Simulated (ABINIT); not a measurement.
# MoS2 (P-3m1) in ABINIT: a series of runs, part 2 of 2

ABINIT 10.8.3 (patched build). Earlier steps stand in the parts before.

**4. Single point, PBEsol (cell relaxed)**

File run.abi:

```
pp_dirpath "./"
pseudos "Mo.GGA_PBE-ansatz.xml, S.GGA_PBE-ansatz.xml"

acell 3*1.0
rprim
     5.9639313541     0.0000000000     0.0000000000
    -2.9819656771     5.1649160502     0.0000000000
     0.0000000000     0.0000000000    11.4834941581
ntypat 2
znucl 42 16
natom 3
typat 1 2 2
xred
     0.0000000000     0.0000000000     0.5000000000
     0.6666666700     0.3333333300     0.7594020200
     0.3333333300     0.6666666700     0.2405979800
chkprim 0
chksymtnons 0
tolsym 1.0e-6

ecut 15.4
pawecutdg 30.8
pawxcdev 0
pawovlp 30

kptopt 1
ngkpt 7 7 3
nshiftk 1
shiftk 0.0 0.0 0.0

ixc -116133

nband 17
occopt 3
tsmear 0.00183747

nstep 100
tolvrs 1.0e-9

iomode 3
prtwf 0
prtden 0
prteig 0
prtebands 0
prtvol 2
```

Potentials or basis: Ansatz PAW PBE default generated set, frozen core.

Started as:

```bash
> mpirun --bind-to none -np 4 abinit run.abi > log 2>&1
```

run.abo:

```text
[... set-up lines left out ...]
 ETOT  1  -89.340832469442    -8.934E+01 7.078E-01 1.108E+01
 ETOT  2  -89.579877339784    -2.390E-01 7.959E-03 1.403E+01
 ETOT  3  -89.515342312426     6.454E-02 2.746E-03 5.018E-01
 ETOT  4  -89.515791412280    -4.491E-04 1.347E-04 6.341E-02
 ETOT  5  -89.515458874911     3.325E-04 2.422E-05 2.575E-03
 ETOT  6  -89.515464892529    -6.018E-06 3.661E-05 8.360E-04
 ETOT  7  -89.515467335163    -2.443E-06 1.083E-05 2.557E-04
 ETOT  8  -89.515466407822     9.273E-07 2.908E-05 3.037E-05
 ETOT  9  -89.515466638966    -2.311E-07 8.890E-06 4.648E-06
 ETOT 10  -89.515466637817     1.148E-09 2.432E-05 6.589E-07
 ETOT 11  -89.515466638207    -3.900E-10 7.318E-06 2.196E-08
 ETOT 12  -89.515466638143     6.476E-11 2.045E-05 2.705E-09
 ETOT 13  -89.515466638192    -4.985E-11 6.062E-06 6.814E-10

 At SCF step   13       nres2   =  6.81E-10 < tolvrs=  1.00E-09 =>converged.

 Cartesian components of stress tensor (hartree/bohr^3)
  sigma(1 1)=  7.36034610E-07  sigma(3 2)=  0.00000000E+00
  sigma(2 2)=  7.36080679E-07  sigma(3 1)=  0.00000000E+00
  sigma(3 3)=  7.78488148E-07  sigma(2 1)=  1.29739744E-13

--- !ResultsGS
iteration_state: {dtset: 1, }
comment   : Summary of ground state results
lattice_vectors:
- [  5.9639314,   0.0000000,   0.0000000, ]
- [ -2.9819657,   5.1649161,   0.0000000, ]
- [  0.0000000,   0.0000000,  11.4834942, ]
lattice_lengths: [   5.96393,    5.96393,   11.48349, ]
lattice_angles: [ 90.000,  90.000, 120.000, ] # degrees, (23, 13, 12)
lattice_volume:   3.5372842E+02
convergence: {deltae: -4.985E-11, res2:  6.814E-10, residm:  6.062E-06, diffor: null, }
etotal    :  -8.95154666E+01
entropy   :   0.00000000E+00
fermie    :   2.36523762E-01
cartesian_stress_tensor: # hartree/bohr^3
- [  7.36034610E-07,   1.29739744E-13,   0.00000000E+00, ]
- [  1.29739744E-13,   7.36080679E-07,   0.00000000E+00, ]
- [  0.00000000E+00,   0.00000000E+00,   7.78488148E-07, ]
pressure_GPa:  -2.2072E-02
xred      :
- [  0.0000E+00,   0.0000E+00,   5.0000E-01, Mo]
- [  6.6667E-01,   3.3333E-01,   7.5940E-01,  S]
- [  3.3333E-01,   6.6667E-01,   2.4060E-01,  S]
cartesian_forces: # hartree/bohr
- [ -7.70540031E-27,  -3.11410046E-26,  -0.00000000E+00, ]
- [ -3.08216012E-26,   8.89742990E-27,   2.74683238E-06, ]
- [  3.85270015E-26,   2.22435747E-26,  -2.74683238E-06, ]
force_length_stats: {min:   3.20801397E-26, max:   2.74683238E-06, mean:   1.83122159E-06, }
...

 Integrated electronic density in atomic spheres:
 ------------------------------------------------
 Atom  Sphere_radius  Integrated_density
    1        2.63806         12.92797886
    2        2.49066          5.43992955
    3        2.49066          5.43992955

================================================================================

 ----iterations are completed or convergence reached----

 Mean square residual over all n,k,spin=   17.830E-09; max=  60.622E-07
   0.0000  0.0000  0.0000    1  1.09353E-13 kpt; spin; max resid(k); each band:
  4.13E-16 2.93E-15 9.73E-17 9.73E-17 4.62E-14 1.09E-13 6.72E-14 3.13E-14
  3.13E-14 5.90E-14 5.37E-14 1.12E-14 1.12E-14 1.06E-15 1.06E-15 2.31E-14
  2.58E-14
   0.1429  0.0000  0.0000    1  1.08140E-13 kpt; spin; max resid(k); each band:
  3.87E-16 2.80E-15 5.06E-16 1.43E-16 4.71E-14 1.08E-13 1.02E-13 3.49E-14
  2.70E-14 3.07E-14 3.01E-14 3.92E-14 5.40E-14 7.10E-14 3.17E-14 3.08E-14
  1.84E-14
   0.2857  0.0000  0.0000    1  1.34482E-13 kpt; spin; max resid(k); each band:
  2.63E-16 1.18E-15 2.31E-15 1.77E-16 4.90E-14 1.06E-13 5.66E-14 8.66E-14
  2.33E-14 1.66E-14 3.74E-14 3.15E-14 2.15E-14 9.01E-14 2.38E-14 1.57E-14
[... 86 lines left out ...]
    3      0.00000000000000     0.00000000000000    -0.00000274683238
 frms,max,avg= 1.2948692E-06 2.7468324E-06   0.000E+00  0.000E+00  0.000E+00 h/b

 cartesian forces (eV/Angstrom) at end:
    1     -0.00000000000000    -0.00000000000000    -0.00000000000000
    2     -0.00000000000000     0.00000000000000     0.00014124780000
    3      0.00000000000000     0.00000000000000    -0.00014124780000
 frms,max,avg= 6.6584851E-05 1.4124780E-04   0.000E+00  0.000E+00  0.000E+00 e/A
 length scales=  1.000000000000  1.000000000000  1.000000000000 bohr
              =  0.529177210544  0.529177210544  0.529177210544 angstroms
 Fermi (or HOMO) energy (hartree) =   0.23652   Average Vxc (hartree)=  -0.41259
 Eigenvalues (hartree) for nkpt=  20  k points:
 kpt#   1, nband= 17, wtk=  0.00680, kpt=  0.0000  0.0000  0.0000 (reduced coord)
  -2.03044   -1.07919   -1.07429   -1.07429   -0.32098   -0.26080   -0.02654    0.09220
   0.09220    0.17532    0.18037    0.20201    0.20201    0.23335    0.23335    0.35231
   0.35231
      occupation numbers for kpt#   1
   2.00000    2.00000    2.00000    2.00000    2.00000    2.00000    2.00000    2.00000
   2.00000    2.00000    2.00000    2.00000    2.00000    1.69796    1.69796    0.00000
   0.00000
 kpt#   2, nband= 17, wtk=  0.04082, kpt=  0.1429  0.0000  0.0000 (reduced coord)
  -2.03014   -1.07862   -1.07718   -1.07495   -0.30893   -0.25787   -0.01118    0.06776
   0.09820    0.14279    0.17525    0.18122    0.18757    0.23786    0.25592    0.33596
   0.35122
      occupation numbers for kpt#   2
   2.00000    2.00000    2.00000    2.00000    2.00000    2.00000    2.00000    2.00000
   2.00000    2.00000    2.00000    2.00000    2.00000    0.65115    0.00005    0.00000
   0.00000
 kpt#   3, nband= 17, wtk=  0.04082, kpt=  0.2857  0.0000  0.0000 (reduced coord)
[... 128 lines left out ...]
  -2.02907   -1.08623   -1.07860   -1.07651   -0.25257   -0.24663    0.01309    0.03048
   0.07332    0.07927    0.11539    0.12644    0.21825    0.24026    0.29699    0.32973
   0.39157
      occupation numbers for kpt#  19
   2.00000    2.00000    2.00000    2.00000    2.00000    2.00000    2.00000    2.00000
   2.00000    2.00000    2.00000    2.00000    1.99990    0.23120    0.00000    0.00000
   0.00000
 kpt#  20, nband= 17, wtk=  0.08163, kpt=  0.2857  0.2857  0.3333 (reduced coord)
  -2.02874   -1.08630   -1.08242   -1.07587   -0.24004   -0.23105    0.01021    0.02378
   0.05754    0.07352    0.09652    0.10633    0.23494    0.24393    0.28767    0.34101
   0.38853
      occupation numbers for kpt#  20
   2.00000    2.00000    2.00000    2.00000    2.00000    2.00000    2.00000    2.00000
   2.00000    2.00000    2.00000    2.00000    1.40624    0.03493    0.00000    0.00000
   0.00000
 Total charge density [el/Bohr^3]
)     Maximum=    9.7429E-01  at reduced coord.    0.9333    0.9333    0.5167
)Next maximum=    9.7429E-01  at reduced coord.    0.0000    0.9333    0.5167
)     Minimum=   -2.5552E-04  at reduced coord.    0.3333    0.6667    0.2500
)Next minimum=   -2.5552E-04  at reduced coord.    0.6667    0.3333    0.7500
   Integrated=    2.6000E+01

--- !EnergyTerms
iteration_state     : {dtset: 1, }
comment             : Components of total free energy in Hartree
kinetic             :  2.40918553971466E+01
hartree             :  2.64185794456063E+01
xc                  : -1.37887624947102E+01
Ewald energy        : -6.15080726234573E+01
psp_core            :  4.74042590027237E+00
local_psp           : -7.39024388601307E+01
PAW spherical_terms :  4.43343882347680E+00
internal            : -8.95149744117961E+01
'-kT*entropy'       : -4.90826691829791E-04
total_energy        : -8.95154652384879E+01
total_energy_eV     : -2.43583989959318E+03
...

--- !EnergyTermsDC
iteration_state     : {dtset: 1, }
comment             : '"Double-counting" decomposition of free energy'
band_energy         : -1.01910819499084E+01
Ewald energy        : -6.15080726234573E+01
psp_core            :  4.74042590027237E+00
xc_dc               : -2.53611183020703E+01
PAW spherical_terms :  2.80487116366315E+00
internal            : -8.95149758115005E+01
'-kT*entropy'       : -4.90826691829791E-04
total_energy_dc     : -8.95154666381924E+01
total_energy_dc_eV  : -2.43583993768108E+03
...

--- !EnergyTermsWithPAWCore
iteration_state     : {dtset: 1, }
comment             : 'Components of total free energy, including PAW core contributions'
Total energy        : -4.75871345756114E+03
Total energy DC     : -4.75871345896085E+03
Total energy (eV)   : -1.29491189927644E+05
Total energy DC (eV): -1.29491189965732E+05
...

 Cartesian components of stress tensor (hartree/bohr^3)
  sigma(1 1)=  7.36034610E-07  sigma(3 2)=  0.00000000E+00
  sigma(2 2)=  7.36080679E-07  sigma(3 1)=  0.00000000E+00
  sigma(3 3)=  7.78488148E-07  sigma(2 1)=  1.29739744E-13

-Cartesian components of stress tensor (GPa)         [Pressure= -2.2072E-02 GPa]
- sigma(1 1)=  2.16548858E-02  sigma(3 2)=  0.00000000E+00
- sigma(2 2)=  2.16562412E-02  sigma(3 1)=  0.00000000E+00
- sigma(3 3)=  2.29039121E-02  sigma(2 1)=  3.81707504E-09

== END DATASET(S) ==============================================================
================================================================================

 -outvars: echo values of variables after computation  --------
            acell      1.0000000000E+00  1.0000000000E+00  1.0000000000E+00 Bohr
           etotal     -8.9515466638E+01
            fcart     -7.7054003050E-27 -3.1141004636E-26 -0.0000000000E+00
                      -3.0821601220E-26  8.8974298957E-27  2.7468323784E-06
                       3.8527001525E-26  2.2243574740E-26 -2.7468323784E-06
            rprim      5.9639313541E+00  0.0000000000E+00  0.0000000000E+00
                      -2.9819656771E+00  5.1649160502E+00  0.0000000000E+00
                       0.0000000000E+00  0.0000000000E+00  1.1483494158E+01
           strten      7.3603460967E-07  7.3608067883E-07  7.7848814836E-07
                       0.0000000000E+00  0.0000000000E+00  1.2973974369E-13
           xangst      0.0000000000E+00  0.0000000000E+00  3.0384017029E+00
                       1.5779882789E+00  9.1105195605E-01  4.6147367816E+00
                      -1.7639240398E-11  1.8221039121E+00  1.4620666243E+00
             xred      0.0000000000E+00  0.0000000000E+00  5.0000000000E-01
                       6.6666666667E-01  3.3333333333E-01  7.5940202000E-01
                       3.3333333333E-01  6.6666666667E-01  2.4059798000E-01
 Calculation completed.
```

It took 18 s on 4 MPI ranks of Intel Xeon 6975P-C (Granite Rapids), shared host; peak memory 0.72 GiB.

What came out:

```
Free energy            : -2435.8399 eV
Pressure               : 0.0 GPa
Band gap on the k mesh : none (metal or under the smearing width)
```

Caveat: the PAW data sets were made with another functional, which shifts forces and pressure a little; this functional lacks dispersion, which binds the layers, so the pressure and a relaxed spacing across them are unreliable; the atomic spheres overlap.

**5. The runs side by side**

```tsv
task	level	potentials or basis	cell	cutoff (eV)	cell freedom (optcell)	optimiser (ionmov)	cutoff smearing ecutsm (Ha)	force stop (Ha/bohr)	fine-grid cutoff	gap on the mesh (eV)	pressure (GPa)
single point	LDA	PseudoDojo NC SR LDA v0.4.1 standard	as given	952	-	-	-	-	-	none	-5.9
relaxation of cell and atoms	PBEsol	Ansatz PAW PBE default generated set, frozen core	relaxed	419	2	2	0.5	2e-05	838.111 eV	none	0.0
single point	PBEsol	Ansatz PAW PBE default generated set, frozen core	cell relaxed	419	-	-	-	-	838.111 eV	none	0.0
```

Alike in all rows: no spin polarisation; k mesh 7 × 7 × 3; smearing fermi-dirac 0.05 eV.

Caveats: the PAW data sets were made with another functional, which shifts forces and pressure a little (some runs); this functional lacks dispersion, which binds the layers, so the pressure and a relaxed spacing across them are unreliable (some runs); the atomic spheres overlap (some runs).

Total energies depend on the potentials used, so only differences within one code and one set of settings carry meaning.
